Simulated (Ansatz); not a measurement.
# Mg on Co(0001): change of the work function

Aim: the work function of Co(0001) at several coverages of Mg (fcc site), and the dipole that each adsorbate carries.

Method: plane-wave DFT, PBE, Ansatz PAW, in Ansatz 0.2.0.

**1. Starting point**

The cell holds 4 atoms: 4 Co. Its edges and angles: a = 2.510 Å, b = 2.510 Å, c = 24.107 Å, α = 90.0°, β = 90.0°, γ = 60.0°. Vacuum lies along c.

**2. The clean slab**

The bare slab comes first, as the zero from which every change is counted. The two lowest layers are held at bulk places and the upper ones relax. The dipole correction removes the false field that a one-sided slab makes across the periodic vacuum, so each face gets a flat vacuum level of its own.

input.yaml reads:

```yaml
crystal:
  lattice:
    - [2.51, 0.0, 0.0]
    - [1.255, 2.1737237635, 0.0]
    - [0.0, 0.0, 24.10683]
  atoms:
    - { symbol: Co, position: [0.6666666667, 0.6666666667, 0.3733381784], spin: 1.7 }
    - { symbol: Co, position: [0.0, 0.0, 0.4577793928], spin: 1.7 }
    - { symbol: Co, position: [0.6666666667, 0.6666666667, 0.5422206072], spin: 1.7 }
    - { symbol: Co, position: [0.0, 0.0, 0.6266618216], spin: 1.7 }
magnetization:
  spin_polarized: true
kpoints:
  mp_grid: { grid: [12, 12, 1] }
hamiltonian:
  xc: pbe
scf:
  occupations: { method: fermi_dirac, width: 0.1 }
  convergence: { dr2_threshold: 1.0e-08 }
efield:
  axis: 3
  dipole_correction: true
  ramp_position: 0.97
  ramp_width: 0.06
relax:
  f_tol: 0.02
  max_steps: 60
  constraints: [{ sites: [0, 1] }]
output:
  write_potential: true
  write_density: true
  volumetric_format: npy
```

On the command line:

```console
$ ansatz run input.yaml --threads 4 --pin off --max-ram 16384MiB --backend cpu --events-out ev --progress --plain --runs-dir out
```

The log of the run:

```text
Engine: ansatz 0.2.0, aarch64-unknown-linux-gnu
Pseudopotentials: kind: paw
Pseudopotential: Co, paw, valence charge 17, recommended cutoff 420 eV (normal), Co.paw.azcp
Functional definition: PBE
  parameter kappa = 0.804
  parameter beta = 0.066725
  exchange = pbe_x(kappa = kappa, mu = beta*pi^2/3)
  correlation = pbe_c(beta = beta)
Crystal: 4 atoms, lattice volume = 131.528 Å³
Basis set: ecut = 420 eV, 2559 PW (Γ), exchange–correlation on 36×36×324 points (8 copies of the dense FFT grid, shifted against one another)
Bands: 45, of which v1, the nominal top of the filled ones, is band 34 counted from 1 (33 counted from 0)
Symmetry: 6 space group operations
k-points: 19 of 144 (time reversal used)
Non-local potential: Co, projectors of the file, l = 0: 3, l = 1: 2, l = 2: 3, l = 3: 1
PAW form: soft (Blöchl's): semilocal exchange-correlation on the pseudo side does not see the compensation charge
PAW one-centre angular grid: Co, 590 points (default); XC on 64 Gauss nodes
Initial density: superposition of atomic densities (neutral atoms: chi_scale 0, normalization atom)
Starting moments: Σ|m| = 6.8 μB on 4 of 4 sites
Initial wavefunctions: pseudopotential atomic-orbital guess
Functional: x = pbe(κ = 0.804, μ = 0.219515), c = pbe(β = 0.066725)
SCF iter   1: F=—  HF=-20501.283179 eV  |F-HF|=—  |Δ(HF+E_count)|=         —  Δρ=4.96e-2 (↑1.05e-2 ↓4.96e-2)  dr2=5.44e0  dr2_m=7.36e-1  M=6.870 μB ∫|m|=7.076 μB  β_m=1.00  ethr=3.10e-3  p=0.000 e·Å  D=5.04e-13 V/Å  ΔV_dip=-0.00 eV  dr2_dipole=6.91e-14  V_vac-E_F(+/−)=7.43/7.43 eV  ⟨swp⟩=11.6  Hψ=9064  notcnv=0  defer=12
Mixer restart at iter 1: flushing history
efield: sawtooth ramp at fractional position 0.9700 (set: `efield.ramp_position`, or a place that a band, a saddle search or an elastic batch's reference lends), width 0.0600; the density the first Hamiltonian is built on has a dipole p = 0.000 e·Å; the dipole correction subtracts the counter field D = 5.04e-13 V/Å, which shifts the + side's vacuum level by -0.00 eV against the − side's; the planar-averaged density in the ramp window peaks in size at 9.3e-6 e/Å³
preconditioner: auto → LDOS  [metal: Δε(μ)=0.017 eV  Ē_g=6.887 eV  σ=0.100 eV  W_gap=0.04  n_scr=18 (ndim 8)  ℏωp=19.4 eV  f_vac=0.597  D(μ)=4.76/eV (n_scr^D=18)]
spin=Collinear: LDOS preconditioning applied to the charge; magnetization (m = ρ↑ − ρ↓) channel mixes plain (no charge-response kernel on spin).
SCF iter   2: F=—  HF=-20500.677815 eV  |F-HF|=—  |Δ(HF+E_count)|=   6.05e-1  Δρ=1.21e-2 (↑1.21e-2 ↓7.84e-3)  dr2=4.83e-1  dr2_m=7.43e-2  M=6.898 μB ∫|m|=7.367 μB  β_m=0.34  ethr=3.10e-3  p=-0.000 e·Å  D=-2.46e-5 V/Å  ΔV_dip=0.00 eV  dr2_dipole=1.91e-7  V_vac-E_F(+/−)=6.53/6.53 eV  ⟨swp⟩=2.7  Hψ=3071  notcnv=0  defer=51
density mixer auto → msr1: a metal under ldos (density of states about μ 3.22 of a free-electron gas's, 18 screened modes)
SCF iter   3: F=—  HF=-20501.994777 eV  |F-HF|=—  |Δ(HF+E_count)|=    1.32e0  Δρ=4.76e-3 (↑4.76e-3 ↓4.65e-3)  dr2=9.37e-2  dr2_m=1.60e-2  M=6.919 μB ∫|m|=7.458 μB  β_m=0.48  ethr=7.10e-4  p=-0.000 e·Å  D=-4.93e-6 V/Å  ΔV_dip=0.00 eV  dr2_dipole=8.08e-8  V_vac-E_F(+/−)=5.92/5.92 eV  ⟨swp⟩=2.9  Hψ=2992  notcnv=0  defer=51
SCF iter   4: F=—  HF=-20502.978219 eV  |F-HF|=—  |Δ(HF+E_count)|=         —  Δρ=5.17e-3 (↑5.17e-3 ↓2.79e-3)  dr2=4.72e-2  dr2_m=7.71e-3  M=6.980 μB ∫|m|=7.615 μB  β_m=0.48  ethr=1.38e-4  p=0.000 e·Å  D=1.00e-6 V/Å  ΔV_dip=-0.00 eV  dr2_dipole=3.72e-8  V_vac-E_F(+/−)=5.27/5.27 eV  ⟨swp⟩=3.2  Hψ=3763  notcnv=0  defer=53
SCF iter   5: F=—  HF=-20503.130186 eV  |F-HF|=—  |Δ(HF+E_count)|=   1.52e-1  Δρ=2.48e-3 (↑1.51e-3 ↓2.48e-3)  dr2=1.24e-2  dr2_m=1.57e-3  M=6.908 μB ∫|m|=7.565 μB  β_m=0.64  ethr=6.94e-5  p=0.000 e·Å  D=1.27e-6 V/Å  ΔV_dip=-0.00 eV  dr2_dipole=5.37e-10  V_vac-E_F(+/−)=5.11/5.11 eV  ⟨swp⟩=2.2  Hψ=3111  notcnv=0  defer=53
SCF iter   6: F=—  HF=-20503.154936 eV  |F-HF|=—  |Δ(HF+E_count)|=   2.48e-2  Δρ=1.15e-3 (↑8.50e-4 ↓1.15e-3)  dr2=3.50e-3  dr2_m=1.52e-4  M=6.880 μB ∫|m|=7.545 μB  β_m=0.80  ethr=1.83e-5  p=0.000 e·Å  D=2.95e-6 V/Å  ΔV_dip=-0.00 eV  dr2_dipole=6.98e-9  V_vac-E_F(+/−)=5.04/5.04 eV  ⟨swp⟩=2.1  Hψ=2807  notcnv=0  defer=53
SCF iter   7: F=—  HF=-20503.158756 eV  |F-HF|=—  |Δ(HF+E_count)|=   3.82e-3  Δρ=5.96e-4 (↑5.02e-4 ↓5.96e-4)  dr2=1.26e-3  dr2_m=2.25e-5  M=6.862 μB ∫|m|=7.535 μB  β_m=0.70  ethr=5.15e-6  p=-0.000 e·Å  D=-6.61e-6 V/Å  ΔV_dip=0.00 eV  dr2_dipole=4.71e-8  V_vac-E_F(+/−)=5.00/5.00 eV  ⟨swp⟩=2.4  Hψ=3309  notcnv=0  defer=55
SCF iter   8: F=—  HF=-20503.158660 eV  |F-HF|=—  |Δ(HF+E_count)|=   9.67e-5  Δρ=1.88e-4 (↑1.88e-4 ↓1.66e-4)  dr2=7.45e-5  dr2_m=6.98e-6  M=6.861 μB ∫|m|=7.536 μB  β_m=0.70  ethr=1.85e-6  p=0.000 e·Å  D=1.90e-6 V/Å  ΔV_dip=-0.00 eV  dr2_dipole=1.38e-10  V_vac-E_F(+/−)=4.99/4.99 eV  ⟨swp⟩=2.4  Hψ=3092  notcnv=0  defer=56
SCF iter   9: F=—  HF=-20503.158672 eV  |F-HF|=—  |Δ(HF+E_count)|=   1.27e-5  Δρ=6.53e-5 (↑3.95e-5 ↓6.53e-5)  dr2=5.92e-6  dr2_m=2.71e-6  M=6.858 μB ∫|m|=7.537 μB  β_m=0.79  ethr=1.10e-7  p=-0.000 e·Å  D=-1.04e-6 V/Å  ΔV_dip=0.00 eV  dr2_dipole=6.55e-10  V_vac-E_F(+/−)=4.98/4.98 eV  ⟨swp⟩=2.6  Hψ=2918  notcnv=0  defer=56
SCF iter  10: F=—  HF=-20503.158675 eV  |F-HF|=—  |Δ(HF+E_count)|=   2.25e-6  Δρ=3.81e-5 (↑3.81e-5 ↓2.00e-5)  dr2=3.10e-6  dr2_m=1.73e-7  M=6.858 μB ∫|m|=7.537 μB  β_m=0.68  ethr=8.70e-9  p=0.000 e·Å  D=2.53e-6 V/Å  ΔV_dip=-0.00 eV  dr2_dipole=6.49e-9  V_vac-E_F(+/−)=4.98/4.98 eV  ⟨swp⟩=2.4  Hψ=2802  notcnv=0  defer=56
SCF iter  11: F=—  HF=-20503.158675 eV  |F-HF|=—  |Δ(HF+E_count)|=   4.99e-7  Δρ=1.15e-5 (↑6.30e-6 ↓1.15e-5)  dr2=2.56e-7  dr2_m=6.68e-8  M=6.857 μB ∫|m|=7.537 μB  β_m=0.59  ethr=4.56e-9  p=-0.000 e·Å  D=-2.92e-6 V/Å  ΔV_dip=0.00 eV  dr2_dipole=1.05e-8  V_vac-E_F(+/−)=4.98/4.98 eV  ⟨swp⟩=2.3  Hψ=2831  notcnv=0  defer=56
SCF iter  12: F=—  HF=-20503.158675 eV  |F-HF|=—  |Δ(HF+E_count)|=   9.93e-8  Δρ=6.32e-6 (↑3.05e-6 ↓6.32e-6)  dr2=3.02e-8  dr2_m=2.20e-8  M=6.857 μB ∫|m|=7.537 μB  β_m=0.79  ethr=3.77e-10  p=0.000 e·Å  D=3.20e-7 V/Å  ΔV_dip=-0.00 eV  dr2_dipole=3.26e-10  V_vac-E_F(+/−)=4.98/4.98 eV  ⟨swp⟩=2.3  Hψ=2600  notcnv=0  defer=56
SCF iter  13: F=—  HF=-20503.158675 eV  |F-HF|=—  |Δ(HF+E_count)|=   8.20e-8  Δρ=3.67e-6 (↑3.67e-6 ↓3.22e-6)  dr2=5.57e-8  dr2_m=3.60e-9  M=6.857 μB ∫|m|=7.538 μB  β_m=0.63  ethr=4.44e-11  p=-0.000 e·Å  D=-2.65e-6 V/Å  ΔV_dip=0.00 eV  dr2_dipole=1.06e-8  V_vac-E_F(+/−)=4.98/4.98 eV  ⟨swp⟩=3.1  Hψ=3575  notcnv=0  defer=56
[...]
preconditioner: auto → LDOS  [metal: Δε(μ)=0.011 eV  Ē_g=6.720 eV  σ=0.100 eV  W_gap=0.03  n_scr=12 (ndim 8)  ℏωp=19.4 eV  f_vac=0.612  D(μ)=3.74/eV (n_scr^D=16)]
spin=Collinear: LDOS preconditioning applied to the charge; magnetization (m = ρ↑ − ρ↓) channel mixes plain (no charge-response kernel on spin).
SCF iter   2: F=—  HF=-20503.182460 eV  |F-HF|=—  |Δ(HF+E_count)|=   6.54e-5  Δρ=1.31e-4 (↑1.31e-4 ↓1.26e-4)  dr2=3.27e-4  dr2_m=1.50e-6  M=6.834 μB ∫|m|=7.500 μB  β_m=0.31  ethr=1.53e-6  p=0.002 e·Å  D=2.56e-3 V/Å  ΔV_dip=-0.06 eV  dr2_dipole=1.26e-4  V_vac-E_F(+/−)=4.93/4.99 eV  ⟨swp⟩=2.1  Hψ=2531  notcnv=0  defer=64
density mixer auto → msr1: a metal under ldos (density of states about μ 2.82 of a free-electron gas's, 18 screened modes)
SCF iter   3: F=—  HF=-20503.182459 eV  |F-HF|=—  |Δ(HF+E_count)|=   8.64e-7  Δρ=1.32e-4 (↑1.32e-4 ↓6.95e-5)  dr2=8.49e-5  dr2_m=6.29e-6  M=6.834 μB ∫|m|=7.500 μB  β_m=0.44  ethr=4.81e-7  p=0.002 e·Å  D=2.44e-3 V/Å  ΔV_dip=-0.06 eV  dr2_dipole=2.77e-5  V_vac-E_F(+/−)=4.93/4.99 eV  ⟨swp⟩=1.6  Hψ=1860  notcnv=0  defer=64
SCF iter   4: F=—  HF=-20503.182475 eV  |F-HF|=—  |Δ(HF+E_count)|=   1.58e-5  Δρ=6.00e-5 (↑5.17e-5 ↓6.00e-5)  dr2=2.34e-5  dr2_m=2.73e-6  M=6.835 μB ∫|m|=7.501 μB  β_m=0.50  ethr=1.25e-7  p=0.002 e·Å  D=2.49e-3 V/Å  ΔV_dip=-0.06 eV  dr2_dipole=6.53e-6  V_vac-E_F(+/−)=4.93/4.99 eV  ⟨swp⟩=1.8  Hψ=2028  notcnv=0  defer=64
SCF iter   5: F=—  HF=-20503.182484 eV  |F-HF|=—  |Δ(HF+E_count)|=   8.94e-6  Δρ=5.34e-5 (↑5.34e-5 ↓3.33e-5)  dr2=7.93e-7  dr2_m=2.13e-6  M=6.836 μB ∫|m|=7.501 μB  β_m=0.64  ethr=3.44e-8  p=0.002 e·Å  D=2.54e-3 V/Å  ΔV_dip=-0.06 eV  dr2_dipole=1.53e-7  V_vac-E_F(+/−)=4.93/4.99 eV  ⟨swp⟩=2.0  Hψ=2380  notcnv=0  defer=64
SCF iter   6: F=—  HF=-20503.182487 eV  |F-HF|=—  |Δ(HF+E_count)|=   3.70e-6  Δρ=2.43e-5 (↑2.43e-5 ↓7.21e-6)  dr2=7.27e-7  dr2_m=1.91e-7  M=6.836 μB ∫|m|=7.502 μB  β_m=0.65  ethr=1.17e-9  p=0.002 e·Å  D=2.57e-3 V/Å  ΔV_dip=-0.06 eV  dr2_dipole=2.86e-8  V_vac-E_F(+/−)=4.93/4.99 eV  ⟨swp⟩=3.0  Hψ=3471  notcnv=0  defer=64
SCF iter   7: F=—  HF=-20503.182487 eV  |F-HF|=—  |Δ(HF+E_count)|=   1.19e-7  Δρ=9.49e-6 (↑8.56e-6 ↓9.49e-6)  dr2=4.08e-7  dr2_m=2.71e-8  M=6.836 μB ∫|m|=7.502 μB  β_m=0.57  ethr=1.07e-9  p=0.002 e·Å  D=2.57e-3 V/Å  ΔV_dip=-0.06 eV  dr2_dipole=7.01e-8  V_vac-E_F(+/−)=4.93/4.99 eV  ⟨swp⟩=2.0  Hψ=2982  notcnv=0  defer=64
SCF iter   8: F=—  HF=-20503.182487 eV  |F-HF|=—  |Δ(HF+E_count)|=   3.91e-8  Δρ=3.66e-6 (↑3.66e-6 ↓2.36e-6)  dr2=1.56e-8  dr2_m=9.75e-9  M=6.836 μB ∫|m|=7.502 μB  β_m=0.70  ethr=6.00e-10  p=0.002 e·Å  D=2.57e-3 V/Å  ΔV_dip=-0.06 eV  dr2_dipole=9.30e-10  V_vac-E_F(+/−)=4.93/4.99 eV  ⟨swp⟩=2.4  Hψ=2856  notcnv=0  defer=64
SCF iter   9: F=—  HF=-20503.182487 eV  |F-HF|=—  |Δ(HF+E_count)|=   4.03e-8  Δρ=1.38e-6 (↑1.31e-6 ↓1.38e-6)  dr2=4.04e-9  dr2_m=1.04e-9  M=6.836 μB ∫|m|=7.502 μB  β_m=0.65  ethr=2.30e-11  p=0.002 e·Å  D=2.57e-3 V/Å  ΔV_dip=-0.06 eV  dr2_dipole=1.27e-10  V_vac-E_F(+/−)=4.93/4.99 eV  ⟨swp⟩=2.8  Hψ=3042  notcnv=0  defer=64
SCF iter  10: F=—  HF=-20503.182487 eV  |F-HF|=—  |Δ(HF+E_count)|=   7.22e-9  Δρ=1.37e-6 (↑8.82e-7 ↓1.37e-6)  dr2=1.39e-8  dr2_m=3.69e-10  M=6.836 μB ∫|m|=7.502 μB  β_m=0.67  ethr=5.94e-12  p=0.002 e·Å  D=2.57e-3 V/Å  ΔV_dip=-0.06 eV  dr2_dipole=4.02e-9  V_vac-E_F(+/−)=4.93/4.99 eV  ⟨swp⟩=2.8  Hψ=3515  notcnv=0  defer=64
SCF iter  11: F=-20503.182487 eV  HF=-20503.182487 eV  |F-HF|=5.18e-9  |Δ(HF+E_count)|=   2.51e-9  Δρ=8.80e-7 (↑3.13e-7 ↓8.80e-7)  dr2=4.60e-9  dr2_m=2.09e-10  M=6.836 μB ∫|m|=7.502 μB  ethr=5.94e-12  p=0.002 e·Å  D=2.57e-3 V/Å  ΔV_dip=-0.06 eV  dr2_dipole=1.32e-9  V_vac-E_F(+/−)=4.93/4.99 eV  ⟨swp⟩=7.0  Hψ=9563  notcnv=0
SCF 4 converged in 11 iterations: F = -20503.182487 eV  dr2 = 4.60e-9
relax step   4: F+E_penalty+E_count = -20503.18248727 eV  Δ(F+E_penalty+E_count) = -2.578e-4 eV  max|allowed force component| = 6.602e-3 eV/Å  Δτ_max = 0.0084 Å  (11 SCF iters, accepted)
NSCF: frozen V_eff on 19 k-points
the band table was solved once a step of the walk had ended and its energy, with any forces and stress, was formed, with the checks that follow a solve (9233 applications of the Hamiltonian). They found nothing against the state; the energy, forces and stress were not computed again (output.eigenvalues in the input reference)
WARN: The output density's exchange-correlation potential varies sharply where the density is thin. Do not read a vacuum level from v_tot or v_xc, or from such a field of the output density. On a cell that repeats whose density bears no net charge and no dipole along the vacuum's axis use v_es (v_loc + v_h of the components); under efield.dipole_correction with no amplitude use v_es + v_field, which holds any externa [...]
SCF converged after 11 iterations
Magnetization: 6.8365 μB (37.4182 up, 30.5818 down)
Absolute magnetization: 7.5041 μB (∫|ρ↑−ρ↓|, with the PAW one-centre terms)
Spin contamination: 0.1418 ħ² per cell (⟨S²⟩ above its minimum at these occupations)
Per-site moments (μB) at R_I (Å): [(1.819632, 1.030734), (1.757752, 1.030734), (1.742027, 1.000660), (1.792708, 1.000660)]
Free energy (F): -20503.182487 eV
Harris-Foulkes:  -20503.182487 eV  (|F-HF|=5.18e-9)
Internal energy: -20503.052780 eV  (E = F + TS)
E sigma→0 (E₀):  -20503.117634 eV
Entropy (-TS):   -0.129707 eV (-32.427 meV/atom)
Fermi energy:    2.954768 eV
Dipole field:    D = 0.002626 V/Å  (p = 0.001909 e·Å, saw-weighted, corrected)
Work function:   Φ+ = 4.9253 eV   Φ− = 4.9886 eV
Levels:          The Fermi level and band energies are counted from a zero that moves with the ramp; work functions are not
--- Per-component energies (eV) ---
  E_band       = -2041.790011
  E_kinetic    = 1808.861082
  E_local      = -151342.607085  (includes V_loc(G=0)·N_el)
  E_nonlocal   = 1821.381808
  E_hartree    = 74222.730396
  E_xc         = -632.279232
  E_vxc        = -815.577330  (∫ρ·V_xc dr)
  E_paw        = -6063.646017  (= ΣΔE_a)
  E_vpaw       = -1959.317964  (= ΣTr[D̂ρ^β])
  E_aug_tail   = 0.000301  (compensation charges beyond the density's cutoff)
  E_efield     = 0.000003  (sawtooth field / dipole correction)
  E_vefield    = 0.003157  (∫n·V_field dr)
  E_ewald      = 59682.505964
  E_smearing   = -0.129707  (= −TS)
  E_closure    = -0.000000  (closes the sum)
  Σ components = -20503.182487   (vs F -20503.182487, Δ=0.00e0)
--- Forces (eV/Å), atoms counted from 1 ---
  atom   1  Co     0.00000000     0.00000000     0.50233302
  atom   2  Co    -0.00000000     0.00000000    -0.49982607
  atom   3  Co     0.00000000    -0.00000000     0.00407533
  atom   4  Co    -0.00000000    -0.00000000    -0.00660206
  max |Σ_I F_I| component: 1.98e-5 eV/Å
--- Band table (eV; the first three rows and the last of 38) ---
  k-point 0 ↑: bands = [... 30 lower, 0.6027, 1.1317, 1.1317, 1.5257, 1.5257, 1.8851, 1.8851, 2.0257, ... 7 higher]
  k-point 1 ↑: bands = [... 30 lower, 0.6932, 1.0395, 1.1017, 1.3850, 1.5039, 1.5354, 1.7908, 1.8846, ... 7 higher]
  k-point 2 ↑: bands = [... 30 lower, 0.8036, 0.9408, 1.0332, 1.1441, 1.4384, 1.4726, 1.8810, 2.0831, ... 7 higher]
  k-point 18 ↓: bands = [... 30 lower, 3.1142, 3.7214, 3.7507, 3.8049, 3.9140, 3.9574, 8.5075, 8.8942, ... 7 higher]
--- Relaxed structure (4 steps of the walk, 4 accepted, 0 SCFs on fresh bases) ---
  F+E_penalty+E_count = -20503.18248727 eV   max|allowed force component| = 6.602e-3 eV/Å
  atoms:
    - { symbol: Co, position: [0.666667, 0.666667, 0.373338] }
    - { symbol: Co, position: [0.0, 0.0, 0.4577793928] }
    - { symbol: Co, position: [0.666667, 0.666667, 0.542627] }
    - { symbol: Co, position: [-4.105840e-18, 0, 0.623327] }
```

It took 36 s on 4 threads of Arm Neoverse V1, shared host; peak memory 0.53 GiB.

Step by step:

```
step  energy less that of the first step (eV)  largest force component (eV/Å)
   1                                   0.0000                          0.4887
   2                                  -0.0156                          0.3161
   3                                  -0.0236                          0.0611
   4                                  -0.0238                          0.0066
```

Forces are held to the 6 operations that the program found; a distortion that breaks them can't arise in this run.

The atoms that moved most (Å):

```
atom     dx     dy      dz  length
 Co4  0.000  0.000  -0.080   0.080
 Co3  0.000  0.000   0.010   0.010
```

The relaxed structure:

```cif
data_structure
_symmetry_space_group_name_H-M 'P 1'
_symmetry_Int_Tables_number 1
_cell_length_a 2.5100
_cell_length_b 2.5100
_cell_length_c 24.1068
_cell_angle_alpha 90.000
_cell_angle_beta 90.000
_cell_angle_gamma 60.000
_cell_volume 131.53
loop_
_atom_site_label
_atom_site_type_symbol
_atom_site_fract_x
_atom_site_fract_y
_atom_site_fract_z
_atom_site_occupancy
Co1 Co 0.66667 0.66667 0.37334 1
Co2 Co 0.00000 0.00000 0.45778 1
Co3 Co 0.66667 0.66667 0.54263 1
Co4 Co 0.00000 0.00000 0.62333 1
```

This step gave:

```yaml
energy_at_zero_smearing: -20503.1176 eV
total_moment: 6.836 μB
site_moments: 1.820, 1.758, 1.742, 1.793 μB
work_function_upper_face: 4.925 eV
work_function_lower_face: 4.989 eV
dipole_along_the_normal: 0.001909 e·Å
step_between_the_vacuum_levels: -0.06331 eV
```

Running mean over 2.03561 Å of the planar mean; the ramp of the sawtooth is left out. Electron's electrostatic potential energy less the Fermi level against z:

z (Å), electron's electrostatic potential energy less the Fermi level (eV) and a bar from the least value:
```
      3.0        5.0 ##############################
      3.5        5.0 ##############################
      4.0        5.0 ##############################
      4.5        5.0 ##############################
      5.0        5.0 ##############################
      5.5        5.0 ##############################
      6.0        4.9 ##############################
      6.5        4.8 ##############################
      7.0        4.2 #############################
      7.5        1.9 ########################
      8.0       -3.5 ###############
      8.5       -8.6 #####
      9.0      -10.3 ##
      9.5      -10.5 ##
     10.0      -10.5 ##
     10.5      -10.5 ##
     11.0      -10.6 ##
     11.5      -10.5 ##
     12.0      -10.5 ##
     12.5      -10.5 ##
     13.0      -10.6 ##
     13.5      -11.1 #
     14.0      -11.5 
     14.5      -11.2 #
     15.0      -10.4 ##
     15.5       -8.8 #####
     16.0       -3.8 ##############
     16.5        1.7 ########################
     17.0        4.1 ############################
     17.5        4.7 #############################
     18.0        4.9 ##############################
     18.5        4.9 ##############################
     19.0        4.9 ##############################
     19.5        4.9 ##############################
     20.0        4.9 ##############################
     20.5        4.9 ##############################
     21.0        4.9 ##############################
```

Site moment by atom:

```
atom  site moment (μB)
 Co1              1.82
 Co2              1.76
 Co3              1.74
 Co4              1.79
```

The relaxation took 4 steps and lowered the energy by 0.024 eV; the largest force on the free atoms ends at 0.0066 eV/Å.

The work function of the upper face is 4.93 eV.

[end of part 1 of 4]

[Long decimals in the printed logs are rounded to 6 places.]

[Logs are printed without paths, hosts, clocks, repeated set-up lines and the standing remarks that a program may print on its own settings, such as how far it seeks lower states.]

[Hosts, paths, dates, database ids (printed as entryN), source tags and the programs' standing remarks are cut or masked in the printed files.]

[Maps of the electrostatic potential energy from Ansatz leave out the sawtooth potential of an applied field or a dipole correction, so their vacuum need not be flat; planar profiles and work functions include it.]
